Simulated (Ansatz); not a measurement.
How far is PAW off for Lu?

```
CELL_PARAMETERS angstrom
-1.94997 1.94997 1.94997
1.94997 -1.94997 1.94997
1.94997 1.94997 -1.94997
ATOMIC_POSITIONS crystal
Lu 0.00000 0.00000 0.00000
```

The conventional cell has a = 3.900 Å, b = 3.900 Å, c = 3.900 Å, α = 90.00°, β = 90.00°, γ = 90.00°. Lu (atom 1) is surrounded by 8 Lu at 3.38 Å.

The cell was built from the bcc type and relaxed in the same program, and has space group Im-3m; it needn't be a known or the stable phase.

No spin–orbit coupling, which matters for the heavy atoms here.

All numbers are computed: DFT, PBE, PAW with Ansatz's default frozen-core files, scalar-relativistic (Ansatz 0.2.0); DFT, PBE, all-electron PAW with datasets made for the crystal, scalar-relativistic (Ansatz 0.2.0); DFT, PBE, all-electron LAPW, scalar-relativistic (Ansatz 0.2.0).

For PAW: a Γ-centred 15×15×15 k mesh, Fermi–Dirac smearing of 0.08 eV, cutoff 420 eV, no spin polarisation. The crystal-made all-electron datasets (AE datasets) take a cutoff of 340 eV at this cell. LAPW targets a basis error of 0.5 meV/atom. The Ansatz runs share mesh, smearing and spin set-up. Plane-wave (PAW) pressures include the program's estimate of the Pulay term.

Stress and pressure are positive in compression.

Levels count from the Fermi level.

```csv
quantity,PAW,AE datasets,LAPW
pressure (GPa),-0.01,-0.01,-0.01
highest filled level at Γ (eV),-5.084,-5.090,-5.090
lowest empty level at Γ (eV),2.108,2.108,2.108
highest filled level at N (eV),-2.514,-2.514,-2.514
lowest empty level at N (eV),0.390,0.390,0.390
```

PAW's pressure differs from the LAPW value by about 0.01 GPa or less.
